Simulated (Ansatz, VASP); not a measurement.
# Cross-check of HC10F (F-terminated C(111)) between VASP and Ansatz, part 2 of 3

One calculation is typed for both programs; each brings its own data sets and cutoff. How far apart do they land? The structure shown is the end of the VASP relaxation below.

VASP 6.6.1 and Ansatz 0.2.0.

So far: Starting point; VASP: relaxation, PBE.

## (3) Ansatz: single point, PBE

Level of this step: Ansatz beside VASP: Kohn-Sham DFT, plane waves, PBE (Ansatz).

Ansatz runs on its default PAW (the set named soft_2) files.

The same cell, functional, mesh and smearing now go to Ansatz, which takes its cutoff from its data sets.

input.yaml reads:

```yaml
crystal:
  lattice:
    - [2.52678799, 0.0, 0.0]
    - [1.263394, 2.18826259, 0.0]
    - [0.0, 0.0, 27.19823346]
  atoms:
    - { symbol: C, position: [0.33333333, 0.33333333, 0.33581005] }
    - { symbol: C, position: [0.66666667, 0.66666667, 0.3537512] }
    - { symbol: C, position: [0.66666667, 0.66666667, 0.41087729] }
    - { symbol: C, position: [0.0, 0.0, 0.42979863] }
    - { symbol: C, position: [0.0, 0.0, 0.48669734] }
    - { symbol: C, position: [0.33333333, 0.33333333, 0.50564571] }
    - { symbol: C, position: [0.33333333, 0.33333333, 0.5625253] }
    - { symbol: C, position: [0.66666667, 0.66666667, 0.58148264] }
    - { symbol: C, position: [0.66666667, 0.66666667, 0.6385885] }
    - { symbol: C, position: [0.0, 0.0, 0.65711154] }
    - { symbol: H, position: [0.33333333, 0.33333333, 0.29498362] }
    - { symbol: F, position: [0.0, 0.0, 0.70779944] }
hamiltonian:
  xc: pbe
  pseudopotentials: { kind: paw }
kpoints:
  mp_grid: { grid: [12, 12, 1] }
scf:
  occupations: { method: gaussian, width: 0.03 }
  n_extra_bands: 7
efield:
  axis: 3
  dipole_correction: true
  ramp_width: 0.04
output:
  forces: true
  eigenvalues: true
```

Run with:

```console
ansatz run input.yaml --threads 4 --pin off --max-ram 9216MiB --backend cpu --events-out ev --progress --plain --runs-dir out
```

Numbers of over 12 decimals in the logs are rounded to 6 here.

Output:

```text
scf.n_extra_bands = 7 over 24 filled bands (N_el = 48.0): the run solves 31 bands
Engine: ansatz 0.2.0, aarch64-unknown-linux-gnu
Pseudopotentials: kind: paw
Pseudopotential: C, paw, valence charge 4, recommended cutoff 420 eV (normal), C.paw.azcp
Pseudopotential: H, paw, valence charge 1, recommended cutoff 420 eV (normal), H.paw.azcp
Pseudopotential: F, paw, valence charge 7, recommended cutoff 420 eV (normal), F.paw.azcp
Functional definition: PBE
  parameter kappa = 0.804
  parameter beta = 0.066725
  exchange = pbe_x(kappa = kappa, mu = beta*pi^2/3)
  correlation = pbe_c(beta = beta)
Crystal: 12 atoms, lattice volume = 150.387 Å³
Basis set: ecut = 420 eV, 2977 PW (Γ), exchange–correlation on 36×36×384 points (8 copies of the dense FFT grid, shifted against one another)
Bands: 31, of which v1, the nominal top of the filled ones, is band 24 counted from 1 (23 counted from 0)
Symmetry: 6 space group operations
Space group: P3m1 (ITA 156), of the structure as read, at distance tolerance 5.3e-5 Å
k-points: 19 of 144 (time reversal used)
Non-local potential: C, projectors of the file, l = 0: 2, l = 1: 2, l = 2: 1
Non-local potential: H, projectors of the file, l = 0: 2, l = 1: 1
Non-local potential: F, projectors of the file, l = 0: 2, l = 1: 2, l = 2: 1
PAW form: soft (Blöchl's): semilocal exchange-correlation on the pseudo side does not see the compensation charge
PAW one-centre angular grid: C, 110 points (default); XC on 64 Gauss nodes
PAW one-centre angular grid: H, 110 points (default); XC on 64 Gauss nodes
PAW one-centre angular grid: F, 110 points (default); XC on 64 Gauss nodes
Initial density: superposition of atomic densities (neutral atoms: chi_scale 0, normalization atom), corrected by the library's trained network
Initial wavefunctions: pseudopotential atomic-orbital guess
Functional: x = pbe(κ = 0.804, μ = 0.219515), c = pbe(β = 0.066725)
SCF iter   1: F=—  HF=-3331.662874 eV  |F-HF|=—  |Δ(HF+E_count)|=         —  Δρ=3.57e-3  dr2=6.25e-2  ethr=1.77e-3  p=-0.077 e·Å  D=-9.25e-2 V/Å  ΔV_dip=2.52 eV  dr2_dipole=4.42e-2  V_vac-E_F(+/−)=5.45/2.94 eV  ⟨swp⟩=14.7  Hψ=4571  notcnv=0  defer=4
efield: sawtooth ramp at fractional position 0.9814 (placed from the atoms, in the widest stretch of the axis that holds none; the zero of the levels goes with the place), width 0.0400; the density the first Hamiltonian is built on has a dipole p = -0.077 e·Å; the dipole correction subtracts the counter field D = -9.25e-2 V/Å, which shifts the + side's vacuum level by +2.52 eV against the − side's; the planar-averaged density in the ramp window peaks in size at 8.2e-5 e/Å³
preconditioner: auto → Resta (q_TF=auto, 2.255 Å⁻¹)  ε∞=2.7  [insulator: Δε(μ)=3.458 eV  Ē_g=15.943 eV  σ=0.030 eV  W_gap=1.00  n_scr=18 (ndim 8)  ℏωp=21.0 eV  f_vac=0.511  D(μ)=0.00/eV (n_scr^D=0)  ε∞_Penn≈2.7  vacuum switching on, ρ_ref=1.8e-2 e/Å³]
SCF iter   2: F=—  HF=-3331.645489 eV  |F-HF|=—  |Δ(HF+E_count)|=   1.74e-2  Δρ=2.56e-3  dr2=6.99e-3  ethr=1.30e-4  p=-0.134 e·Å  D=-1.62e-1 V/Å  ΔV_dip=4.40 eV  dr2_dipole=1.98e-4  V_vac-E_F(+/−)=6.64/2.24 eV  ⟨swp⟩=4.6  Hψ=1311  notcnv=0  defer=39
SCF iter   3: F=—  HF=-3331.645304 eV  |F-HF|=—  |Δ(HF+E_count)|=   1.86e-4  Δρ=1.24e-3  dr2=1.45e-3  ethr=1.46e-5  p=-0.134 e·Å  D=-1.62e-1 V/Å  ΔV_dip=4.40 eV  dr2_dipole=5.45e-5  V_vac-E_F(+/−)=6.61/2.21 eV  ⟨swp⟩=2.6  Hψ=1067  notcnv=0  defer=39
SCF iter   4: F=—  HF=-3331.645769 eV  |F-HF|=—  |Δ(HF+E_count)|=   4.66e-4  Δρ=6.59e-4  dr2=6.05e-4  ethr=3.02e-6  p=-0.140 e·Å  D=-1.68e-1 V/Å  ΔV_dip=4.58 eV  dr2_dipole=1.98e-6  V_vac-E_F(+/−)=6.69/2.11 eV  ⟨swp⟩=2.7  Hψ=1124  notcnv=0  defer=39
SCF iter   5: F=—  HF=-3331.645718 eV  |F-HF|=—  |Δ(HF+E_count)|=   5.13e-5  Δρ=8.83e-5  dr2=1.01e-5  ethr=1.26e-6  p=-0.142 e·Å  D=-1.70e-1 V/Å  ΔV_dip=4.64 eV  dr2_dipole=5.10e-7  V_vac-E_F(+/−)=6.70/2.07 eV  ⟨swp⟩=2.9  Hψ=1096  notcnv=0  defer=39
SCF iter   6: F=—  HF=-3331.645753 eV  |F-HF|=—  |Δ(HF+E_count)|=   3.51e-5  Δρ=3.11e-5  dr2=1.34e-6  ethr=2.10e-8  p=-0.142 e·Å  D=-1.71e-1 V/Å  ΔV_dip=4.65 eV  dr2_dipole=6.49e-8  V_vac-E_F(+/−)=6.71/2.06 eV  ⟨swp⟩=3.7  Hψ=1334  notcnv=0  defer=39
SCF iter   7: F=-3331.645755 eV  HF=-3331.645755 eV  |F-HF|=2.18e-8  |Δ(HF+E_count)|=   1.56e-6  Δρ=6.61e-6  dr2=4.95e-8  ethr=2.08e-10  p=-0.142 e·Å  D=-1.71e-1 V/Å  ΔV_dip=4.65 eV  dr2_dipole=1.60e-9  V_vac-E_F(+/−)=6.71/2.06 eV  ⟨swp⟩=18.9  Hψ=4321  notcnv=0
SCF 1 converged in 7 iterations: F = -3331.645755 eV  dr2 = 4.95e-8
  greatest PAW one-centre occupation: 0.935 electrons in one spin orbital (limit 2), on the F atom at site 11 (counted from 0), in its partial waves of l = 0
SCF converged after 7 iterations
Free energy (F): -3331.645755 eV
Harris-Foulkes:  -3331.645755 eV  (|F-HF|=2.18e-8)
Internal energy: -3331.645755 eV  (E = F + TS)
E sigma→0 (E₀):  -3331.645755 eV
Fermi energy:    3.450109 eV
Dipole field:    D = -0.170980 V/Å  (p = -0.142099 e·Å, saw-weighted, corrected)
Work function:   Φ+ = 6.7096 eV   Φ− = 2.0593 eV
Levels:          The Fermi level and band energies are counted from a zero that moves with the ramp; work functions are not
--- Per-component energies (eV) ---
  E_band       = -327.764480
  E_kinetic    = 1139.604612
  E_local      = -53891.491216  (includes V_loc(G=0)·N_el)
  E_nonlocal   = 341.450688
  E_hartree    = 26463.700414
  E_xc         = -574.389961
  E_vxc        = -716.587029  (∫ρ·V_xc dr)
  E_paw        = -1192.953722  (= ΣΔE_a)
  E_vpaw       = -132.951832  (= ΣTr[D̂ρ^β])
  E_aug_tail   = 0.000775  (compensation charges beyond the density's cutoff)
  E_efield     = 0.012148  (sawtooth field / dipole correction)
  E_vefield    = 4.823166  (∫n·V_field dr)
  E_ewald      = 24382.420509
  E_smearing   = -0.000000  (= −TS)
  E_closure    = 0.000000  (closes the sum)
  Σ components = -3331.645755   (vs F -3331.645755, Δ=0.00e0)
--- Forces (eV/Å), atoms counted from 1 ---
  atom   1  C     -0.00000000     0.00000000    -0.01398134
  atom   2  C      0.00000000    -0.00000000    -0.00928550
  atom   3  C     -0.00000000     0.00000000     0.00155685
  atom   4  C      0.00000000    -0.00000000     0.00271207
  atom   5  C     -0.00000000     0.00000000    -0.00834588
  atom   6  C      0.00000000    -0.00000000     0.00229493
  atom   7  C     -0.00000000     0.00000000     0.00210356
  atom   8  C      0.00000000    -0.00000000     0.00740157
  atom   9  C     -0.00000000     0.00000000     0.01559082
  atom  10  C      0.00000000    -0.00000000     0.29248841
  atom  11  H      0.00000000     0.00000000     0.03657497
  atom  12  F      0.00000000     0.00000000    -0.32923534
  max |Σ_I F_I| component: 1.25e-4 eV/Å
--- Band table (eV; the first three rows and the last of 19) ---
  k-point 0: bands = [... 20 lower, 1.6103, 1.6103, 2.1920, 2.1920, 4.7080, 6.2363, 7.1992, 7.9368, ... 3 higher]
  k-point 1: bands = [... 20 lower, 1.0590, 1.3769, 1.6008, 1.9811, 4.8656, 6.4316, 7.3789, 7.9928, ... 3 higher]
  k-point 2: bands = [... 20 lower, 0.3286, 0.7547, 0.7910, 1.4835, 5.3326, 6.9904, 7.3436, 8.0536, ... 3 higher]
  k-point 18: bands = [... 20 lower, -2.9765, -2.8759, -1.4810, -0.9007, 8.5544, 9.2527, 9.2948, 9.3858, ... 3 higher]
```

The job ended after 3.8 s (4 threads of Arm Neoverse V2, shared host; peak memory 0.43 GiB; 14 s of CPU time).

In the SCF lines HF is the Harris–Foulkes energy and dr2 the Hartree energy of the density residual, in eV; the loop may stop once dr2 is under the threshold and the program's other checks hold. Hψ counts applications of the Hamiltonian.

## (4) Differences

Known differences besides the potentials themselves: the cutoff is 420 eV in Ansatz and 440 eV in VASP (PREC = Normal); VASP leaves aspherical gradient terms in its spheres out (LASPH is not set), Ansatz keeps them. Total energies have different zeros and are not compared.

Compared:

```
              quantity  Ansatz   VASP  difference
gap on the k mesh (eV)   2.516  2.508      +0.008
```

At this near-relaxed geometry the largest component of a force difference is 338 meV/Å. A gap on the mesh is an upper bound, since the band edges may lie between its points.

## (5) Further runs

Further runs change the set-up of one program: Ansatz's method, potentials or start, or VASP's data sets, cutoff or form of LDA. The table gives Ansatz less VASP for each quantity, since a change that brings one quantity closer may part another.

```
                                        run  r.m.s. force difference (meV/Å)  gap on the k mesh (eV)
                                   as above                               75                  0.0080
   Ansatz's larger PAW set (cutoff 1300 eV)                               70                   0.016
norm-conserving potentials (cutoff 1320 eV)                               56                  0.0081
```

## (6) Ansatz: band structure, PBE

Levels along a path test the potential and the projectors away from the mesh points.

input.yaml reads:

```yaml
crystal:
  lattice:
    - [2.5267879902, 0.0, 0.0]
    - [1.2633939951, 2.1882625895, 0.0]
    - [0.0, 0.0, 27.1982334576]
  atoms:
    - { symbol: C, position: [0.33333333, 0.33333333, 0.335810051] }
    - { symbol: C, position: [0.66666667, 0.66666667, 0.3537512031] }
    - { symbol: C, position: [0.66666667, 0.66666667, 0.4108772876] }
    - { symbol: C, position: [0.0, 0.0, 0.4297986329] }
    - { symbol: C, position: [0.0, 0.0, 0.4866973412] }
    - { symbol: C, position: [0.33333333, 0.33333333, 0.5056457102] }
    - { symbol: C, position: [0.33333333, 0.33333333, 0.5625253031] }
    - { symbol: C, position: [0.66666667, 0.66666667, 0.5814826432] }
    - { symbol: C, position: [0.66666667, 0.66666667, 0.6385884986] }
    - { symbol: C, position: [0.0, 0.0, 0.6571115365] }
    - { symbol: H, position: [0.33333333, 0.33333333, 0.2949836247] }
    - { symbol: F, position: [0.0, 0.0, 0.7077994378] }
hamiltonian:
  xc: pbe
  pseudopotentials: { kind: paw }
kpoints:
  mp_grid: { grid: [12, 12, 1] }
  band_path:
    path:
      - [0.0, 0.0, 0.0]
      - [0.0, -0.03846, 0.0]
      - [0.0, -0.07692, 0.0]
      - [0.0, -0.15385, 0.0]
      - [0.0, -0.19231, 0.0]
      - [0.0, -0.26923, 0.0]
      - [0.0, -0.30769, 0.0]
      - [0.0, -0.34615, 0.0]
      - [0.0, -0.42308, 0.0]
      - [0.0, -0.46154, 0.0]
      - [0.0, -0.5, 0.0]
      - [0.02564, -0.48718, 0.0]
      - [0.05128, -0.47436, 0.0]
      - [0.10256, -0.44872, 0.0]
      - [0.12821, -0.4359, 0.0]
      - [0.17949, -0.41026, 0.0]
      - [0.20513, -0.39744, 0.0]
      - [0.25641, -0.37179, 0.0]
      - [0.28205, -0.35897, 0.0]
      - [0.30769, -0.34615, 0.0]
      - [0.33333, -0.33333, 0.0]
      - [0.30769, -0.30769, 0.0]
      - [0.25641, -0.25641, 0.0]
      - [0.23077, -0.23077, 0.0]
      - [0.20513, -0.20513, 0.0]
      - [0.15385, -0.15385, 0.0]
      - [0.12821, -0.12821, 0.0]
      - [0.07692, -0.07692, 0.0]
      - [0.05128, -0.05128, 0.0]
      - [0.0, 0.0, 0.0]
    npoints: 1
scf:
  occupations: { method: gaussian, width: 0.03 }
  n_extra_bands: 12
efield:
  axis: 3
  dipole_correction: true
  ramp_width: 0.04
output:
  forces: true
  eigenvalues: true
  write_density: true
  write_potential: true
  elf: true
  volumetric_format: npy
```

Output:

```text
[...]
Crystal: 12 atoms, lattice volume = 150.387 Å³
Basis set: ecut = 420 eV, 2977 PW (Γ), exchange–correlation on 36×36×384 points (8 copies of the dense FFT grid, shifted against one another)
Bands: 36, of which v1, the nominal top of the filled ones, is band 24 counted from 1 (23 counted from 0)
Symmetry: 6 space group operations
[...]
k-point 0: bands = [... 20 lower, 1.6102, 1.6102, 2.1920, 2.1920, 4.7078, 6.2323, 7.1991, 7.9349, ... 8 higher]
  k-point 1: bands = [... 20 lower, 1.0589, 1.3768, 1.6008, 1.9811, 4.8655, 6.4276, 7.3789, 7.9913, ... 8 higher]
  k-point 2: bands = [... 20 lower, 0.3286, 0.7547, 0.7909, 1.4835, 5.3325, 6.9868, 7.3433, 8.0531, ... 8 higher]
  k-point 18: bands = [... 20 lower, -2.9766, -2.8760, -1.4809, -0.9006, 8.5543, 9.2526, 9.2947, 9.3857, ... 8 higher]
[key lines of the parts left out:]
SCF converged after 7 iterations
Free energy (F): -3331.645755 eV
Fermi energy:    3.450034 eV
Dipole field:    D = -0.170933 V/Å  (p = -0.142061 e·Å, saw-weighted, corrected)
Work function:   Φ+ = 6.7090 eV   Φ− = 2.0598 eV
```

Run time: 7.3 s. Hardware: 4 threads; peak memory 0.48 GiB.

(Continued in part 3 of 3.)

[Lines on the potential files, build, host, timing and source positions are cut from VASP's logs without a mark.]

[Logs are printed without paths, hosts, clocks, repeated set-up lines and the standing remarks that a program may print on its own settings, such as how far it seeks lower states.]

[Hosts, paths, dates, database ids (printed as entryN), source tags and the programs' standing remarks are cut or masked in the printed files.]
